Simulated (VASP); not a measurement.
# Sc (P4/nmm) in VASP: equation of state

How stiff is Sc in PBE, and what volume does it want? The cell is scaled to several volumes.

All numbers are computed with VASP 6.6.1; they aren't measurements. Logs are shortened: lines on timing, memory, paths and dates and some standing lists are left out, and cuts for length are marked.

## 1. The crystal as given

The structure is tetragonal, space group P4/nmm (No. 129). Conventional cell: a = 5.423 Å, b = 5.423 Å, c = 3.435 Å, α = 90.00°, β = 90.00°, γ = 90.00°. Sc (site symmetry 4mm) has 10 Sc at 3.15 to 3.44 Å as nearest neighbours. Sc (site symmetry -4m2) is surrounded by 10 Sc at 3.15 to 3.44 Å.

This isn't the form of Sc at room conditions, which is hcp.

## 2. Equation of state, PBE, 23.74 Å³/atom (volume scaled by 0.94)

INCAR

```
SYSTEM = Sc
PREC = Accurate ; ENCUT = 520
EDIFF = 1E-7 ; ISMEAR = -1
SIGMA = 0.05 ; LREAL = .False.
LASPH = .True. ; NELM = 60
ALGO = Normal ; ISIF = 2
LWAVE = .False. ; LCHARG = .False.
GGA = PE ; NBANDS = 30
```

KPOINTS

```
regular mesh
0
Gamma
  5 5 8
  0 0 0
```

POSCAR

```
Sc
1.0
    5.3119780817      0.0000000000      0.0000000000
    0.0000000000      5.3119780817      0.0000000000
    0.0000000000      0.0000000000      3.3650800782
Sc
4
Direct
    0.0000000000      0.5000000000      0.4673360000
    0.5000000000      0.0000000000      0.5326640000
    0.0000000000      0.0000000000      0.0000000000
    0.5000000000      0.5000000000      0.0000000000
```

Potentials or basis: VASP PAW PBE potentials, release 64 (Sc_sv).

The run is started by

```
$ cat potpaw_PBE.64/Sc_sv/POTCAR > POTCAR
$ mpirun -np 1 vasp_std > vasp.out
```

OUTCAR:

```text
SYSTEM = Sc
   PREC = Accurate
   ENCUT = 520
   EDIFF = 1E-7
   ISMEAR = -1
   LREAL = .False.
   LASPH = .True.
   NELM = 60
   ISIF = 2
   GGA = PE

 ion  position               nearest neighbor table
   1  0.000  0.500  0.467-   3 3.09   4 3.09   3 3.09   4 3.09   3 3.20   3 3.20   4 3.20   4 3.20

   2  0.500  0.000  0.533-   3 3.09   4 3.09   4 3.09   3 3.09   3 3.20   4 3.20   4 3.20   3 3.20

   3  0.000  0.000  0.000-   1 3.09   2 3.09   1 3.09   2 3.09   2 3.20   1 3.20   2 3.20   1 3.20

   4  0.500  0.500  0.000-   1 3.09   2 3.09   2 3.09   1 3.09   2 3.20   2 3.20   1 3.20   1 3.20

  LATTYP: Found a simple tetragonal cell.
 ALAT       =     5.3119780817
 C/A-ratio  =     0.6334890744

  Lattice vectors:

 A1 = (   5.3119780817,   0.0000000000,   0.0000000000)
 A2 = (   0.0000000000,   5.3119780817,   0.0000000000)
 A3 = (   0.0000000000,   0.0000000000,   3.3650800782)

Analysis of symmetry for initial positions (statically):
=====================================================================
 Subroutine PRICEL returns:
 Original cell was already a primitive cell.

 Routine SETGRP: Setting up the symmetry group for a
 simple tetragonal supercell.

 Subroutine GETGRP returns: Found 16 space group operations
 (whereof  8 operations were pure point group operations)
 out of a pool of 16 trial point group operations.

The static configuration has the point symmetry D_2d.
 The point group associated with its full space group is D_4h.

Analysis of symmetry for dynamics (positions and initial velocities):
=====================================================================
 Subroutine PRICEL returns:
 Original cell was already a primitive cell.

 Routine SETGRP: Setting up the symmetry group for a
 simple tetragonal supercell.

 Subroutine GETGRP returns: Found 16 space group operations
 (whereof  8 operations were pure point group operations)
 out of a pool of 16 trial point group operations.

The dynamic configuration has the point symmetry D_2d.
 The point group associated with its full space group is D_4h.

 Subroutine INISYM returns: Found 16 space group operations
 (whereof  8 operations are pure point group operations),
 and found     1 'primitive' translations

----------------------------------------------------------------------------------------

                                     Primitive cell

  volume of cell :      94.9528

  direct lattice vectors                    reciprocal lattice vectors
     5.311978082  0.000000000  0.000000000     0.188253789  0.000000000  0.000000000
     0.000000000  5.311978082  0.000000000     0.000000000  0.188253789  0.000000000
     0.000000000  0.000000000  3.365080078     0.000000000  0.000000000  0.297169748

  length of vectors
     5.311978082  5.311978082  3.365080078     0.188253789  0.188253789  0.297169748

  position of ions in fractional coordinates (direct lattice)
     0.000000000  0.500000000  0.467336000
     0.500000000  0.000000000  0.532664000
     0.000000000  0.000000000  0.000000000
     0.500000000  0.500000000  0.000000000

  ion indices of the primitive-cell ions
   primitive index   ion index
                 1           1
                 2           2
                 3           3
                 4           4

----------------------------------------------------------------------------------------

 KPOINTS: regular mesh

Automatic generation of k-mesh.
 Grid dimensions read from file:
 generate k-points for:    5    5    8

 Generating k-lattice:

  Cartesian coordinates                     Fractional coordinates (reciprocal lattice)
     0.037650758  0.000000000  0.000000000     0.200000000  0.000000000  0.000000000
     0.000000000  0.037650758  0.000000000     0.000000000  0.200000000  0.000000000
     0.000000000  0.000000000  0.037146219     0.000000000  0.000000000  0.125000000

  Length of vectors
     0.037650758  0.037650758  0.037146219

  Shift w.r.t. Gamma in fractional coordinates (k-lattice)
     0.000000000  0.000000000  0.000000000

 Subroutine IBZKPT returns following result:
 ===========================================

 Found     30 irreducible k-points:

 Following reciprocal coordinates:
            Coordinates               Weight
  0.000000  0.000000  0.000000      1.000000
  0.200000  0.000000  0.000000      4.000000
  0.400000  0.000000  0.000000      4.000000
  0.200000  0.200000  0.000000      4.000000
  0.400000  0.200000  0.000000      8.000000
  0.400000  0.400000  0.000000      4.000000
[... 22 lines left out ...]
  0.400000  0.200000  0.500000      8.000000
  0.400000  0.400000  0.500000      4.000000
   k-points           NKPTS =     30   k-points in BZ     NKDIM =     30   number of bands    NBANDS=     30
   number of dos      NEDOS =    301   number of ions     NIONS =      4
   total plane-waves  NPLWV =  44800
   dimension x,y,z NGX =    40 NGY =   40 NGZ =   28
   dimension x,y,z NGXF=    80 NGYF=   80 NGZF=   56
   ions per type =               4
   NGX,Y,Z   is equivalent  to a cutoff of  12.52, 12.52, 13.83 a.u.
   NGXF,Y,Z  is equivalent  to a cutoff of  25.04, 25.04, 27.67 a.u.
 SYSTEM =  Sc
   PREC   = accura    normal or accurate (medium, high low for compatibility)
   ISTART =      0    job   : 0-new  1-cont  2-samecut
   ICHARG =      2    charge: 1-file 2-atom 10-const
   ISPIN  =      1    spin polarized calculation?
   LNONCOLLINEAR =      F non collinear calculations
   LSORBIT =      F    spin-orbit coupling
   LASPH  =      T    aspherical Exc in radial PAW
   ENCUT  =  520.0 eV  38.22 Ry    6.18 a.u.   9.88  9.88  6.26*2*pi/ulx,y,z
   NELM   =     60;   NELMIN=  2; NELMDL= -5     # of ELM steps
   EDIFF  = 0.1E-06   stopping-criterion for ELM
   LREAL  =      F    real-space projection
   EDIFFG = 0.1E-05   stopping-criterion for IOM
   NSW    =      0    number of steps for IOM
   IBRION =     -1    ionic relax: 0-MD 1-quasi-New 2-CG
   NFREE  =      0    steps in history (QN), initial steepest desc. (CG)
   ISIF   =      2    stress and relaxation
   ISYM   =      2    0-nonsym 1-usesym 2-fastsym
   POTIM  = 0.5000    time-step for ionic-motion
   TEBEG  =    0.0;   TEEND  =   0.0 temperature during run
   PSTRESS=    0.0 pullay stress
   NELECT =      44.0000    total number of electrons
   NUPDOWN=      -1.0000    fix difference up-down
   EMIN   =  10.00;   EMAX   =-10.00  energy-range for DOS
   EFERMI =   0.00;   METHOD = LEGACY
   ISMEAR =    -1;   SIGMA  =   0.05  broadening in eV -4-tet -1-fermi 0-gaus
   EFERMI_NEDOS =   21; number of points for ismear=-14 and -15
   IALGO  =     38    algorithm
   IMIX   =      4    mixing-type and parameters
     AMIX     =   0.40;   BMIX     =  1.00
     AMIX_MAG =   1.60;   BMIX_MAG =  1.00
  volume/ion in A,a.u.               =      23.74       160.19
  Fermi-wavevector in a.u.,A,eV,Ry     =   1.266844  2.393988 21.835898  1.604893
  Thomas-Fermi vector in A             =   2.400023
   LORBIT       =      0    0 simple, 1 ext, 2 COOP (PROOUT), +10 PAW based schemes
   GGA     = PE    functional components
   LHFCALC =     F    Hartree Fock is set to
   AEXX    =    0.0000 exact exchange contribution
   IVDW    =     0    specifies the selected vdW correction
   LEPSILON=     F    determine dielectric tensor
   LRPA    =     F    only Hartree local field effects (RPA)
 non-spin polarized calculation
  energy-cutoff  :      520.00
  volume of cell :       94.95
 maximum number of plane-waves:      2570
 NGX is ok and might be reduce to    40
   NGX = 19   NGY = 19   NGZ = 13

 number of electron      44.0000021 magnetization

 Free energy of the ion-electron system (eV)
  ---------------------------------------------------
  ext. energy  EPLUGINS =         0.00000000
  ---------------------------------------------------
  free energy    TOTEN  =       -24.55113332 eV

  energy without entropy =      -24.47807832  energy(sigma->0) =      -24.51460582

 E-fermi :   4.0063     XC(G=0): -10.0296

 val. band max:        4.0053135220   @ k =   0.4000   0.4000   0.2500
 cond. band min:       4.0115410868   @ k =   0.4000   0.2000   0.3750
 fundamental gap:      0.0062275648
 Fermi energy:         4.0062688066

 k-point     1 :       0.0000    0.0000    0.0000
  band No.  band energies     occupation
      1     -45.4630      2.00000
      2     -45.3962      2.00000
      3     -45.3903      2.00000
      4     -45.3364      2.00000
      5     -24.3105      2.00000
      6     -24.3105      2.00000
[... 22 lines left out ...]
     29       6.3706      0.00000
     30       6.4009      0.00000

 k-point     2 :       0.2000    0.0000    0.0000
  band No.  band energies     occupation
      1     -45.4564      2.00000
      2     -45.4006      2.00000
      3     -45.3872      2.00000
      4     -45.3418      2.00000
      5     -24.2998      2.00000
      6     -24.2688      2.00000
[... 22 lines left out ...]
     29       6.1376      0.00000
     30       6.3463      0.00000

 k-point     3 :       0.4000    0.0000    0.0000
  band No.  band energies     occupation
      1     -45.4391      2.00000
      2     -45.4176      2.00000
      3     -45.3735      2.00000
      4     -45.3560      2.00000
      5     -24.2715      2.00000
      6     -24.2364      2.00000
[... 22 lines left out ...]
     29       6.1735      0.00000
     30       6.2421      0.00000

 k-point     4 :       0.2000    0.2000    0.0000
  band No.  band energies     occupation
      1     -45.4499      2.00000
      2     -45.3974      2.00000
      3     -45.3915      2.00000
      4     -45.3474      2.00000
      5     -24.2597      2.00000
      6     -24.2586      2.00000
[... 22 lines left out ...]
     29       6.1017      0.00000
     30       6.1133      0.00000

 k-point     5 :       0.4000    0.2000    0.0000
  band No.  band energies     occupation
      1     -45.4329      2.00000
      2     -45.4119      2.00000
      3     -45.3797      2.00000
      4     -45.3619      2.00000
      5     -24.2339      2.00000
      6     -24.2027      2.00000
[... 22 lines left out ...]
     29       5.8312      0.00000
     30       5.9634      0.00000
[... 724 lines left out ...]
     29       6.4284      0.00000
     30       6.4604      0.00000

 k-point    28 :       0.2000    0.2000    0.5000
  band No.  band energies     occupation
      1     -45.3951      2.00000
      2     -45.3836      2.00000
      3     -45.3818      2.00000
      4     -45.3704      2.00000
      5     -24.2181      2.00000
      6     -24.2086      2.00000
[... 22 lines left out ...]
     29       6.1353      0.00000
     30       6.1608      0.00000

 k-point    29 :       0.4000    0.2000    0.5000
  band No.  band energies     occupation
      1     -45.3914      2.00000
      2     -45.3868      2.00000
      3     -45.3786      2.00000
      4     -45.3741      2.00000
      5     -24.2543      2.00000
      6     -24.2483      2.00000
[... 22 lines left out ...]
     29       6.6046      0.00000
     30       6.6323      0.00000

 k-point    30 :       0.4000    0.4000    0.5000
  band No.  band energies     occupation
      1     -45.3881      2.00000
      2     -45.3854      2.00000
      3     -45.3800      2.00000
      4     -45.3773      2.00000
      5     -24.2877      2.00000
      6     -24.2832      2.00000
[... 22 lines left out ...]
     29       6.8723      0.00000
     30       6.8847      0.00000

------------------------ aborting loop because EDIFF is reached ----------------------------------------

  FORCE on cell =-STRESS in cart. coord.  units (eV):
  Direction    XX          YY          ZZ          XY          YZ          ZX
  --------------------------------------------------------------------------------------
  -------------------------------------------------------------------------------------
  Total        1.3027526      1.3027526      1.7668564      0.0000000     -0.0000000      0.0000000
  in kB       21.9818674     21.9818674     29.8128772      0.0000000     -0.0000000      0.0000000
  external PRESSURE =      24.5922040 kB  Pullay stress =       0.0000000 kB

 VOLUME and BASIS-vectors are now :
 -----------------------------------------------------------------------------
  energy-cutoff  :      520.00
  volume of cell :       94.95
      direct lattice vectors                 reciprocal lattice vectors
     5.311978082  0.000000000  0.000000000     0.188253789  0.000000000  0.000000000
     0.000000000  5.311978082  0.000000000     0.000000000  0.188253789  0.000000000
     0.000000000  0.000000000  3.365080078     0.000000000  0.000000000  0.297169748

 POSITION                                       TOTAL-FORCE (eV/Angst)
 -----------------------------------------------------------------------------------
      0.00000      2.65599      1.57262        -0.000000      0.000000      0.177380
      2.65599      0.00000      1.79246        -0.000000      0.000000     -0.177380
      0.00000      0.00000      0.00000         0.000000      0.000000      0.000000
      2.65599      2.65599      0.00000         0.000000     -0.000000      0.000000
 -----------------------------------------------------------------------------------
    total drift:                               -0.000000      0.000000     -0.000000

  FREE ENERGIE OF THE ION-ELECTRON SYSTEM (eV)
  ---------------------------------------------------
  free  energy   TOTEN  =       -24.5511333220 eV

  energy  without entropy=      -24.4780783238  energy(sigma->0) =      -24.51460582
```

Wall time 52 s (1 thread of AMD EPYC 9R45 (Zen 5), shared host); peak memory 0.19 GiB.

Results:

| Quantity | Value |
| --- | --- |
| Free energy | -24.5511 eV |
| Pressure | 2.5 GPa |
| Largest force | 0.177 eV/Å |
| Band gap on the k mesh | none (metal or under the smearing width) |

(Continued in part 2 of 2.)
